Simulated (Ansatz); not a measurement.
# I on Nb(100): change of the work function, part 5 of 5

Wanted: Δφ(θ) for I/Nb(100), starting from the hollow site.

Ansatz 0.2.0; plane-wave DFT, RPBE, Ansatz PAW.

So far, work function, upper face (eV): step 2 (the clean slab) 3.45; step 5 (adsorbate added, k-mesh 5×5×1, coverage 0.5 ML) 3.81; step 6 (the covered slab, k-mesh 9×9×1, coverage 1 ML) 3.32; step 8 (the slab at 0.25 ML, atoms frozen) 3.73; step 9 (the substrate of the 0.25 ML cell alone) 3.48.

**10. The adsorbate layer of the 0.25 ML cell alone**

System of this step: I/Nb(100), adsorbate layer alone, atoms held. The cell holds 1 atom: 1 I. Its edges and angles: a = 6.600 Å, b = 6.600 Å, c = 26.660 Å, α = 90.0°, β = 90.0°, γ = 90.0°. Vacuum lies along c.

The third part; a free layer of atoms may carry a moment, so spin is on.

Input file input.yaml:

```yaml
crystal:
  lattice:
    - [6.6, 0.0, 0.0]
    - [0.0, 6.6, 0.0]
    - [0.0, 0.0, 26.660279418]
  atoms:
    - { symbol: I, position: [0.25, 0.25, 0.6640524606], spin: 1.0 }
magnetization:
  spin_polarized: true
kpoints:
  mp_grid: { grid: [5, 5, 1] }
hamiltonian:
  xc: rpbe
scf:
  occupations: { method: fermi_dirac, width: 0.1 }
  convergence: { dr2_threshold: 1.0e-08 }
efield:
  axis: 3
  dipole_correction: true
  ramp_position: 0.97
  ramp_width: 0.06
output:
  write_potential: true
  write_density: true
  volumetric_format: npy
```

Run with:

```bash
$ ansatz run input.yaml --threads 4 --pin off --max-ram 12288MiB --backend cpu --events-out ev --progress --plain --runs-dir out
```

Numbers of over 12 decimals in the logs are rounded to 6 here.

The program printed:

```text
[...]
Crystal: 1 atoms, lattice volume = 1161.322 Å³
Basis set: ecut = 420 eV, 22649 PW (Γ)
Bands: 13, of which v1, the nominal top of the filled ones, is band 9 counted from 1 (8 counted from 0)
Symmetry: 8 space group operations
k-points: 6 of 25
[...]
Starting moments: Σ|m| = 1 μB on 1 of 1 site
[...]
SCF iter   1: F=—  HF=-7521.016664 eV  |F-HF|=—  |Δ(HF+E_count)|=         —  Δρ=7.41e-3 (↑7.34e-3 ↓7.41e-3)  dr2=1.97e-4  dr2_m=5.79e-1  M=0.886 μB ∫|m|=0.886 μB  β_m=0.30  ethr=2.19e-6  p=-0.000 e·Å  D=-1.78e-8 V/Å  ΔV_dip=0.00 eV  dr2_dipole=1.25e-12  V_vac-E_F(+/−)=6.80/6.80 eV  ⟨swp⟩=3.9  Hψ=1597  notcnv=0
[...]
spin=Collinear: Resta preconditioning applied to the charge; magnetization (m = ρ↑ − ρ↓) channel mixes plain (no charge-response kernel on spin).
SCF iter   2: F=—  HF=-7521.072622 eV  |F-HF|=—  |Δ(HF+E_count)|=   5.60e-2  Δρ=5.21e-3 (↑5.17e-3 ↓5.21e-3)  dr2=8.75e-5  dr2_m=2.87e-1  M=0.943 μB ∫|m|=0.943 μB  β_m=0.30  ethr=1.16e-6  p=0.000 e·Å  D=1.62e-7 V/Å  ΔV_dip=-0.00 eV  dr2_dipole=1.08e-13  V_vac-E_F(+/−)=6.77/6.77 eV  ⟨swp⟩=2.0  Hψ=264  notcnv=0  κ⁻¹=1.0e0(r=1)
[...]
SCF iter   6: F=—  HF=-7521.128879 eV  |F-HF|=—  |Δ(HF+E_count)|=   9.56e-3  Δρ=9.01e-6 (↑9.01e-6 ↓8.23e-6)  dr2=4.56e-7  dr2_m=7.11e-7  M=0.996 μB ∫|m|=0.996 μB  β_m=1.20  ethr=3.91e-9  p=0.000 e·Å  D=1.04e-7 V/Å  ΔV_dip=-0.00 eV  dr2_dipole=1.48e-15  V_vac-E_F(+/−)=6.63/6.63 eV  ⟨swp⟩=3.5  Hψ=372  notcnv=0
[...]
spin-set hold released at iteration 6 (site moments contracting): the magnetisation degrees of freedom join the quasi-Newton model from the next iteration; the mixer history was flushed
SCF iter   7: F=—  HF=-7521.133677 eV  |F-HF|=—  |Δ(HF+E_count)|=   4.80e-3  Δρ=5.90e-6 (↑5.90e-6 ↓5.43e-6)  dr2=2.18e-7  dr2_m=3.07e-7  M=0.996 μB ∫|m|=0.996 μB  β_m=1.20  ethr=2.68e-9  p=0.000 e·Å  D=9.77e-8 V/Å  ΔV_dip=-0.00 eV  dr2_dipole=1.51e-14  V_vac-E_F(+/−)=6.63/6.63 eV  ⟨swp⟩=4.0  Hψ=373  notcnv=0  κ⁻¹=1.0e0(r=1)
density mixer auto → broyden: gapped, with many states about μ (density of states about μ 1.91 of a free-electron gas's, 50 screened modes)
SCF iter   8: F=—  HF=-7521.138341 eV  |F-HF|=—  |Δ(HF+E_count)|=   4.66e-3  Δρ=1.93e-6 (↑1.12e-6 ↓1.93e-6)  dr2=2.75e-8  dr2_m=2.04e-8  M=0.996 μB ∫|m|=0.996 μB  β_m=1.20  ethr=1.29e-9  p=0.000 e·Å  D=4.26e-8 V/Å  ΔV_dip=-0.00 eV  dr2_dipole=4.04e-14  V_vac-E_F(+/−)=6.63/6.63 eV  ⟨swp⟩=4.0  Hψ=384  notcnv=0  κ⁻¹=4.0e-2(r=2)
[...]
SCF iter  16: F=-7521.138517 eV  HF=-7521.138517 eV  |F-HF|=4.03e-10  |Δ(HF+E_count)|=   9.00e-9  Δρ=2.70e-9 (↑2.54e-9 ↓2.70e-9)  dr2=1.04e-13  dr2_m=3.99e-14  M=0.996 μB ∫|m|=0.996 μB  ethr=1.00e-12  p=0.000 e·Å  D=1.12e-7 V/Å  ΔV_dip=-0.00 eV  dr2_dipole=1.22e-19  V_vac-E_F(+/−)=6.63/6.63 eV  ⟨swp⟩=3.8  Hψ=424  notcnv=0
SCF 1 converged in 16 iterations: F = -7521.138517 eV  dr2 = 1.04e-13
[...]
this state was not tested for a lower state beside it, because the mixer in use, unlike msr1, does not test its closes by its own steps (another_mixer; see scf.mixing.algorithm and scf.lower_state_search)
SCF converged after 16 iterations
Magnetization: 0.9955 μB (8.9978 up, 8.0022 down)
Absolute magnetization: 0.9971 μB (∫|ρ↑−ρ↓|, with the PAW one-centre terms)
[...]
Per-site moments (μB) at R_I (Å): [(0.991100, 2.7225)]
Free energy (F): -7521.138517 eV
[...]
Internal energy: -7520.946944 eV  (E = F + TS)
E sigma→0 (E₀):  -7521.042731 eV
Entropy (-TS):   -0.191573 eV (-191.573 meV/atom)
Fermi energy:    -6.240221 eV
Dipole field:    D = 0.000000 V/Å  (p = 0.000001 e·Å, saw-weighted, corrected)
Work function:   Φ+ = 6.6337 eV   Φ− = 6.6337 eV
[...]
--- Band table (eV; the first three rows and the last of 12) ---
  k-point 0 ↑: bands = [... 5 lower, -17.2554, -6.9667, -6.9375, -6.9375, -0.9343, 0.1957, 0.4179, 0.8065]
  k-point 1 ↑: bands = [... 5 lower, -17.2551, -6.9648, -6.9558, -6.9359, -0.7554, 0.3047, 0.5576, 0.9417]
  k-point 2 ↑: bands = [... 5 lower, -17.2546, -6.9848, -6.9617, -6.9334, -0.2953, 0.5288, 0.6085, 0.9705]
  k-point 5 ↓: bands = [... 5 lower, -16.6080, -6.3328, -6.3322, -6.3042, 0.4574, 0.9114, 1.1028, 1.2588]
```

Elapsed: 14 s, on 4 threads of Arm Neoverse V1, shared host; peak memory 1.2 GiB.

Numbers from this step:

| Item | Value |
| --- | --- |
| energy at zero smearing | -7521.0427 eV |
| total moment | 0.9955 μB |
| site moments | 0.9911 μB |
| work function, upper face | 6.634 eV |
| dipole along the normal | 7.21e-7 e·Å |

Site moment by atom:

```tsv
atom	site moment (μB)
I1	0.991
```

The free layer carries a moment of 1.0 μB a cell.

**11. Where the charge went at 0.25 ML**

This step: plane-wave DFT, RPBE, Ansatz PAW; density difference on adsorption (Ansatz 0.2.0).

The densities of the parts are taken from that of the whole and averaged over planes; the first moment of what is left gives the step in the potential.

This step gave:

```yaml
largest_charge_moved: -0.001868 e/Å²
potential_step_from_the_moved_charge: 0.2425 eV
```

Planar mean, whole system less its parts. Electron density difference against z:

z (Å), electron density difference (e/Å³) and a bar from the least value:
```
      3.5    0.00000 ##################
      4.0    0.00000 ##################
      4.5    0.00000 ##################
      5.0    0.00000 ##################
      5.5    0.00001 ##################
      6.0    0.00001 ##################
      6.5    0.00003 ##################
      7.0    0.00004 ##################
      7.5    0.00000 ##################
      8.0   -0.00012 #################
      8.5    0.00004 ##################
      9.0   -0.00023 #################
      9.5    0.00033 ###################
     10.0    0.00007 ##################
     10.5   -0.00019 #################
     11.0   -0.00023 #################
     11.5    0.00008 ##################
     12.0    0.00006 ##################
     12.5    0.00004 ##################
     13.0   -0.00066 ###############
     13.5    0.00000 ##################
     14.0    0.00105 #######################
     14.5   -0.00043 ################
     15.0    0.00054 #####################
     15.5    0.00008 ##################
     16.0   -0.00360 
     16.5   -0.00057 ###############
     17.0    0.00245 ##############################
     17.5    0.00206 ############################
     18.0   -0.00062 ###############
     18.5   -0.00006 ##################
     19.0   -0.00021 #################
     19.5   -0.00009 #################
     20.0   -0.00001 ##################
     20.5    0.00000 ##################
     21.0    0.00000 ##################
     21.5    0.00000 ##################
     22.0    0.00000 ##################
     22.5    0.00000 ##################
```

Planar mean, whole system less its parts. Table of electrons moved below z by z:

```tsv
z (Å)	electrons moved below z (e/Å²)
3.5	1.1e-7
4.0	3.0e-7
4.5	7.9e-7
5.0	2.0e-6
5.5	4.6e-6
6.0	1.0e-5
6.5	2.2e-5
7.0	4.2e-5
7.5	5.4e-5
8.0	1.8e-5
8.5	-1.5e-5
9.0	-5.0e-5
9.5	1.0e-5
10.0	9.4e-5
10.5	3.2e-5
11.0	-5.3e-5
11.5	-1.1e-4
12.0	-2.3e-5
12.5	2.9e-5
13.0	-2.4e-4
13.5	-4.3e-4
14.0	9.4e-5
14.5	6.3e-5
15.0	7.7e-5
15.5	3.7e-4
16.0	-7.2e-4
16.5	-0.00184
17.0	-9.1e-4
17.5	2.7e-4
18.0	2.8e-4
18.5	1.7e-4
19.0	7.8e-5
19.5	1.1e-5
20.0	-5.8e-6
20.5	-5.2e-6
21.0	-2.6e-6
21.5	-1.0e-6
22.0	-4.0e-7
22.5	-1.7e-7
```

**12. Varying the input**

This step: plane-wave DFT, RPBE, Ansatz PAW (Ansatz 0.2.0).

System of this step: Nb5I (I/Nb(100)). The cell holds 6 atoms: 5 Nb and 1 I. Cell: a = 3.300 Å, b = 3.300 Å, c = 26.660 Å, α = 90.0°, β = 90.0°, γ = 90.0°. Vacuum lies along c.

An input spoilt on purpose, to show how the run answers: it repeats the earlier run at 1 ML with efield.axis from 3 to 0, and scf.max_iter set to 60.

Input file input.yaml:

```yaml
crystal:
  lattice:
    - [3.3, 0.0, 0.0]
    - [0.0, 3.3, 0.0]
    - [0.0, 0.0, 26.660279418]
  atoms:
    - { symbol: Nb, position: [0.0, 0.0, 0.337580858] }
    - { symbol: Nb, position: [0.5, 0.5, 0.399470682] }
    - { symbol: Nb, position: [0.0, 0.0, 0.4622622367] }
    - { symbol: Nb, position: [0.5, 0.5, 0.5263430588] }
    - { symbol: Nb, position: [0.0, 0.0, 0.5813013153] }
    - { symbol: I, position: [0.5, 0.5, 0.662419142] }
kpoints:
  mp_grid: { grid: [9, 9, 1] }
hamiltonian:
  xc: rpbe
scf:
  occupations: { method: fermi_dirac, width: 0.1 }
  convergence: { dr2_threshold: 1.0e-08 }
  max_iter: 60
efield:
  axis: 0
  dipole_correction: true
  ramp_position: 0.97
  ramp_width: 0.06
relax:
  f_tol: 0.02
  max_steps: 60
  constraints: [{ sites: [0, 1] }]
output:
  bader: true
  write_potential: true
  write_density: true
  volumetric_format: npy
```

The program printed:

```text
Error: invalid value for `efield.axis`: must be in [1, 3]; got 0
```

Elapsed: 0.03 s, on 4 threads; peak memory 0.031 GiB.

The program refused the input before any cycle.

The program's message: “Error: invalid value for `efield.axis`: must be in [1, 3]; got 0”

The fault put into the input: an axis of 0, outside the range 1 to 3.

**13. The same run with other settings: scf.n_extra_bands = 32**

System of this step: Nb(100). The cell holds 5 atoms: 5 Nb. Its edges and angles: a = 3.300 Å, b = 3.300 Å, c = 24.600 Å, α = 90.0°, β = 90.0°, γ = 90.0°. Vacuum lies along c.

Another changed input: it repeats the earlier run at 0 ML with scf.n_extra_bands to 32.

Input file input.yaml:

```yaml
crystal:
  lattice:
    - [3.3, 0.0, 0.0]
    - [0.0, 3.3, 0.0]
    - [0.0, 0.0, 24.6]
  atoms:
    - { symbol: Nb, position: [0.0, 0.0, 0.3658536585] }
    - { symbol: Nb, position: [0.5, 0.5, 0.4329268293] }
    - { symbol: Nb, position: [0.0, 0.0, 0.5] }
    - { symbol: Nb, position: [0.5, 0.5, 0.5670731707] }
    - { symbol: Nb, position: [0.0, 0.0, 0.6341463415] }
kpoints:
  mp_grid: { grid: [9, 9, 1] }
hamiltonian:
  xc: rpbe
scf:
  occupations: { method: fermi_dirac, width: 0.1 }
  convergence: { dr2_threshold: 1.0e-08 }
  n_extra_bands: 32
efield:
  axis: 3
  dipole_correction: true
  ramp_position: 0.97
  ramp_width: 0.06
relax:
  f_tol: 0.02
  max_steps: 60
  constraints: [{ sites: [0, 1] }]
output:
  write_potential: true
  write_density: true
  volumetric_format: npy
```

The program printed:

```text
[...]
Crystal: 5 atoms, lattice volume = 267.894 Å³
Basis set: ecut = 420 eV, 5307 PW (Γ), exchange–correlation on 48×48×360 points (8 copies of the dense FFT grid, shifted against one another)
Bands: 65, of which v1, the nominal top of the filled ones, is band 33 counted from 1 (32 counted from 0)
Symmetry: 8 space group operations
k-points: 15 of 81
[...]
SCF iter   1: F=—  HF=-22792.905914 eV  |F-HF|=—  |Δ(HF+E_count)|=         —  Δρ=8.22e-3  dr2=2.63e0  ethr=1.77e-3  p=0.000 e·Å  D=1.38e-14 V/Å  ΔV_dip=-0.00 eV  dr2_dipole=1.79e-7  V_vac-E_F(+/−)=3.88/3.88 eV  ⟨swp⟩=7.0  Hψ=4773  notcnv=0  defer=175
[...]
SCF iter  10: F=-22792.810250 eV  HF=-22792.810250 eV  |F-HF|=2.63e-9  |Δ(HF+E_count)|=   1.03e-8  Δρ=5.39e-7  dr2=9.56e-10  ethr=1.54e-11  p=-0.000 e·Å  D=-2.79e-9 V/Å  ΔV_dip=0.00 eV  dr2_dipole=2.72e-15  V_vac-E_F(+/−)=3.57/3.57 eV  ⟨swp⟩=9.5  Hψ=4516  notcnv=0
SCF 1 converged in 10 iterations: F = -22792.810250 eV  dr2 = 9.56e-10
[...]
relax step   1: F+E_penalty+E_count = -22792.81025020 eV  Δ(F+E_penalty+E_count) = +0.000e0 eV  max|allowed force component| = 1.229e0 eV/Å  Δτ_max = 0.0000 Å  (10 SCF iters, accepted)
[...]
SCF iter   1: F=—  HF=-22793.077768 eV  |F-HF|=—  |Δ(HF+E_count)|=         —  Δρ=1.71e-2  dr2=8.18e0  ethr=3.10e-3  p=-0.000 e·Å  D=-4.66e-8 V/Å  ΔV_dip=0.00 eV  dr2_dipole=1.79e0  V_vac-E_F(+/−)=3.65/3.65 eV  ⟨swp⟩=4.8  Hψ=2619  notcnv=0  defer=230
[...]
SCF iter  10: F=-22792.837185 eV  HF=-22792.837185 eV  |F-HF|=1.89e-9  |Δ(HF+E_count)|=   1.31e-8  Δρ=5.60e-7  dr2=1.03e-9  ethr=1.54e-11  p=0.011 e·Å  D=7.61e-3 V/Å  ΔV_dip=-0.19 eV  dr2_dipole=6.28e-11  V_vac-E_F(+/−)=3.39/3.58 eV  ⟨swp⟩=9.1  Hψ=4360  notcnv=0
SCF 2 converged in 10 iterations: F = -22792.837185 eV  dr2 = 1.03e-9
relax step   2: F+E_penalty+E_count = -22792.83718494 eV  Δ(F+E_penalty+E_count) = -2.693e-2 eV  max|allowed force component| = 1.273e0 eV/Å  Δτ_max = 0.1947 Å  (10 SCF iters, accepted)
SCF iter   1: F=—  HF=-22793.005211 eV  |F-HF|=—  |Δ(HF+E_count)|=         —  Δρ=1.01e-2  dr2=3.32e0  ethr=3.10e-3  p=0.011 e·Å  D=7.61e-3 V/Å  ΔV_dip=-0.19 eV  dr2_dipole=8.26e-1  V_vac-E_F(+/−)=3.36/3.54 eV  ⟨swp⟩=4.3  Hψ=2172  notcnv=0  defer=227
[...]
SCF iter   9: F=-22792.916673 eV  HF=-22792.916673 eV  |F-HF|=6.48e-10  |Δ(HF+E_count)|=   6.00e-8  Δρ=1.08e-6  dr2=9.65e-9  ethr=1.54e-11  p=0.007 e·Å  D=5.06e-3 V/Å  ΔV_dip=-0.12 eV  dr2_dipole=2.60e-9  V_vac-E_F(+/−)=3.45/3.58 eV  ⟨swp⟩=10.0  Hψ=4607  notcnv=0
SCF 3 converged in 9 iterations: F = -22792.916673 eV  dr2 = 9.65e-9
relax step   3: F+E_penalty+E_count = -22792.91667262 eV  Δ(F+E_penalty+E_count) = -7.949e-2 eV  max|allowed force component| = 4.249e-2 eV/Å  Δτ_max = 0.1192 Å  (9 SCF iters, accepted)
SCF iter   1: F=—  HF=-22792.917164 eV  |F-HF|=—  |Δ(HF+E_count)|=         —  Δρ=6.71e-4  dr2=1.55e-2  ethr=2.99e-4  p=0.007 e·Å  D=5.06e-3 V/Å  ΔV_dip=-0.12 eV  dr2_dipole=3.61e-3  V_vac-E_F(+/−)=3.45/3.58 eV  ⟨swp⟩=2.2  Hψ=1338  notcnv=0  defer=244
[...]
SCF iter   7: F=-22792.916889 eV  HF=-22792.916889 eV  |F-HF|=1.02e-9  |Δ(HF+E_count)|=   8.27e-9  Δρ=6.32e-7  dr2=2.49e-9  ethr=1.54e-11  p=0.008 e·Å  D=5.20e-3 V/Å  ΔV_dip=-0.13 eV  dr2_dipole=9.16e-13  V_vac-E_F(+/−)=3.45/3.58 eV  ⟨swp⟩=10.0  Hψ=4583  notcnv=0
SCF 4 converged in 7 iterations: F = -22792.916889 eV  dr2 = 2.49e-9
relax step   4: F+E_penalty+E_count = -22792.91688873 eV  Δ(F+E_penalty+E_count) = -2.161e-4 eV  max|allowed force component| = 1.318e-3 eV/Å  Δτ_max = 0.0070 Å  (7 SCF iters, accepted)
[...]
SCF converged after 7 iterations
Free energy (F): -22792.916889 eV
[...]
Internal energy: -22792.697915 eV  (E = F + TS)
E sigma→0 (E₀):  -22792.807402 eV
Entropy (-TS):   -0.218973 eV (-43.795 meV/atom)
Fermi energy:    3.877540 eV
Dipole field:    D = 0.005204 V/Å  (p = 0.007704 e·Å, saw-weighted, corrected)
Work function:   Φ+ = 3.4492 eV   Φ− = 3.5773 eV
[...]
--- Forces (eV/Å), atoms counted from 1 ---
  atom   1  Nb     0.00000000     0.00000000     1.09678962
  atom   2  Nb    -0.00000000     0.00000000    -1.09411776
  atom   3  Nb    -0.00000000     0.00000000    -0.00051919
  atom   4  Nb     0.00000000     0.00000000    -0.00080932
  atom   5  Nb     0.00000000     0.00000000    -0.00131760
  max |Σ_I F_I| component: 2.58e-5 eV/Å
--- Band table (eV; the first three rows and the last of 15) ---
  k-point 0: bands = [... 29 lower, 4.0386, 4.0386, 4.0525, 4.1855, 4.2412, 4.2412, 4.6528, 4.7644, ... 28 higher]
  k-point 1: bands = [... 29 lower, 3.6524, 3.8144, 3.9095, 4.0300, 4.2529, 4.3984, 4.4516, 4.7037, ... 28 higher]
  k-point 2: bands = [... 29 lower, 3.2476, 3.2836, 3.6924, 3.8633, 4.0985, 4.1010, 4.9557, 5.2373, ... 28 higher]
  k-point 14: bands = [... 29 lower, 2.8269, 2.8355, 3.8445, 3.9542, 5.7261, 5.7348, 5.9974, 6.0351, ... 28 higher]
--- Relaxed structure (4 steps of the walk, 4 accepted, 0 SCFs on fresh bases) ---
  F+E_penalty+E_count = -22792.91688873 eV   max|allowed force component| = 1.318e-3 eV/Å
  atoms:
    - { symbol: Nb, position: [0.0, 0.0, 0.365854] }
    - { symbol: Nb, position: [0.5, 0.5, 0.432927] }
    - { symbol: Nb, position: [0, 0.0, 0.500977] }
    - { symbol: Nb, position: [0.5, 0.5, 0.570425] }
    - { symbol: Nb, position: [0, 0.0, 0.629986] }
```

Run time: 22 s. Hardware: 4 threads; peak memory 0.76 GiB; 85 s of CPU time.

The steps of the relaxation:

```tsv
step	energy less that of the first step (eV)	largest force component (eV/Å)
1	0.0000	1.2287
2	-0.0269	1.2733
3	-0.1064	0.0425
4	-0.1066	0.0013
```

The run keeps the 8 symmetry operations that it works with, so distortions that break them were not tested.

The atoms that moved most (Å):

```tsv
atom	dx	dy	dz	length
Nb5	0.000	0.000	-0.102	0.102
Nb4	0.000	0.000	0.082	0.082
Nb3	0.000	0.000	0.024	0.024
```

Final coordinates:

```xyz
5
Lattice="3.3000 0.0000 0.0000 0.0000 3.3000 0.0000 0.0000 0.0000 24.6000" Properties=species:S:1:pos:R:3
Nb    0.0000    0.0000    9.0000
Nb    1.6500    1.6500   10.6500
Nb    0.0000    0.0000   12.3240
Nb    1.6500    1.6500   14.0325
Nb    0.0000    0.0000   15.4977
```

Numbers from this step:

- energy at zero smearing: -22792.8074 eV
- work function, upper face: 3.449 eV
- work function, lower face: 3.577 eV
- dipole along the normal: 0.007704 e·Å
- step between the vacuum levels: -0.1280 eV

```tsv
quantity	this run	earlier run	difference
work function, upper face (eV)	3.449	3.449	-9.4e-5
work function, lower face (eV)	3.577	3.577	1.1e-4
dipole along the normal (e·Å)	0.007704	0.007692	1.2e-5
```

Nothing in the table moves by 0.01 in its unit (for the dipole 0.5 % and 5e-5 e·Å).

**14. What came out**

| Property | Result |
| --- | --- |
| work function of the clean face | 3.45 eV |
| work function at 0.11 ML | 3.51 eV |
| work function at 0.25 ML | 3.73 eV |
| work function at 0.5 ML | 3.81 eV |
| work function at 1 ML | 3.32 eV |
| dipole per adsorbate at 0.11 ML, positive end outwards | -0.17 D |
| step of the potential from the moved charge at 0.25 ML, upper less lower side, atoms held | 0.243 eV |

At the lowest coverage I changes the work function of Nb(100) by under 0.15 eV, within the error of so thin a slab; the largest change, +0.36 eV, comes at higher coverage. The slab has 5 layers, at the tabulated experimental lattice constant, one starting site was run, and quantum-size effects of a slab this thin can reach one or two tenths of an eV.

[Logs are printed without paths, hosts, clocks, repeated set-up lines and the standing remarks that a program may print on its own settings, such as how far it seeks lower states.]

[Hosts, paths, dates, database ids (printed as entryN), source tags and the programs' standing remarks are cut or masked in the printed files.]

[Maps of the electrostatic potential energy from Ansatz leave out the sawtooth potential of an applied field or a dipole correction, so their vacuum need not be flat; planar profiles and work functions include it.]
